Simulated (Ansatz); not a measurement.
# Effect of tensor shear ε_xy = −0.96 % on GeO2

Start from GeO$_{2}$ in the rutile structure (space group P4_2/mnm, No. 136; a = 4.411 Å, c = 2.870 Å). Axes: x, y, z lie along a, b, c of the conventional cell.

Perturbation: tensor shear ε_xy = −0.96 % (engineering shear γ = -0.0192); the atoms relax in the strained cell.

All numbers come from DFT with r2SCAN, PAW potentials and a 500 eV plane-wave cutoff in Ansatz (an electronic-structure program), spin-orbit coupling left out. Γ-centred 8×8×11 mesh, Fermi–Dirac width 0.05 eV.

```json
[
 {"quantity": "volume per atom", "base": "9.31 Å³", "changed": "9.30 Å³", "shift": "-0.001 Å³"},
 {"quantity": "space group", "base": "P4_2/mnm (No. 136)", "changed": "Cmmm (No. 65)", "shift": "–"},
 {"quantity": "shortest interatomic distance", "base": "187.7 pm", "changed": "187.0 pm", "shift": "-0.7 pm"},
 {"quantity": "energy relative to the base (free energy F)", "base": "0 meV/atom", "changed": "+2.8 meV/atom", "shift": "+2.8 meV/atom"},
 {"quantity": "band gap", "base": "2.51 eV", "changed": "2.51 eV", "shift": "0.00 eV"},
 {"quantity": "gap character", "base": "direct at Γ", "changed": "direct at Γ", "shift": "–"},
 {"quantity": "electron mass", "base": "0.23 mₑ along c, 0.28 mₑ across (at Γ)", "changed": "0.23 mₑ along z, 0.28 mₑ across (at Γ)", "shift": "–"},
 {"quantity": "hole mass", "base": "1.7 mₑ along c, 1.1 mₑ across (at Γ)", "changed": "1.7 mₑ along z, 1.1 mₑ across (at Γ)", "shift": "–"},
 {"quantity": "valence-band top at Γ (three highest levels, from the VBM)", "base": "0.00, -0.82, -0.82 eV", "changed": "0.00, -0.76, -0.86 eV", "shift": "–"},
 {"quantity": "stress (xx, yy, zz, yz, xz, xy; compression positive)", "base": "–", "changed": "(0.16, 0.16, 0.08, 0.00, 0.00, 5.03) GPa", "shift": "–"}
]
```

Masses are band curvatures over ±0.01 Å⁻¹ around the edge. No phonon test of stability was made. k-point labels follow each cell's own Brillouin zone.
